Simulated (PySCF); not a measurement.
Point groups of optimised structures. Theory: PySCF, PBE0-D3(BJ)/def2-SVP geometry optimisation, gas phase, def2 core potentials past Kr. The symmetry is that of the one conformer found, every atom within 0.08 Å of its image; none is proved a minimum here. Atoms past krypton carry def2 core potentials. The geometries of the anions come from a basis without diffuse functions.

`[F][Sn]([F])([F])[Cl]` (SnClF3): symmetry, top, dipole?

C3v; prolate symmetric top; symmetry number 3; 6 operations, which sort the 5 atoms into 3 sets; dipole 1.41 D, along the axis; A, B, C = 2816, 1725, 1717 MHz.

Point group, rotor type and polarity of `[CH2:1]1[CH2:2][O:3][CH2:4][CH2:5][NH:6]1` with N6–C1–C2–O3 -54°, C1–C2–O3–C4 57°, C2–O3–C4–C5 -58°, O3–C4–C5–N6 54°?

Cs; asymmetric top; symmetry number 1; 2 operations, which sort the 15 atoms into 9 sets; dipole 1.25 D, in the ac plane, which is the mirror; heavy atoms equivalent by symmetry: C1/C5, C2/C4.

[CrO4]3-, `[O]=[Cr-3](=[O])(=[O])=[O]` [radical]: symmetry, top, dipole?

Td; spherical top; symmetry number 12; 24 operations, which sort the 5 atoms into 2 sets; dipole about the centre of mass forbidden by symmetry (computed 0.01 D); A, B, C = 4507, 4505, 4498 MHz.

What symmetry has Mo(CMe)F3, `C[C]#[Mo]([F])([F])[F]`?

C3v; prolate symmetric top; symmetry number 3; 6 operations, which sort the 9 atoms into 5 sets; dipole 2.22 D, along the axis.

Point group, rotor type and polarity of `[CH3:1][B:2]([CH3:3])[c:4]1[cH:5][cH:6][cH:7][cH:8][cH:9]1` with H–C1–B2–C3 31° (nearest H), H–C3–B2–C1 29° (nearest H)?

C2; asymmetric top; symmetry number 2; 2 operations, which sort the 20 atoms into 12 sets; this conformer is chiral (no improper operation); dipole 0.38 D, along a, the twofold axis; A, B, C = 3302, 1112, 840.9 MHz; heavy atoms equivalent by symmetry: C1/C3, C5/C9, C6/C8.

What symmetry has `N#CC=S`?

Cs; near-prolate asymmetric top; symmetry number 1; 2 operations, which sort the 5 atoms into 5 sets; dipole 2.48 D, in the ab plane, which is the mirror.
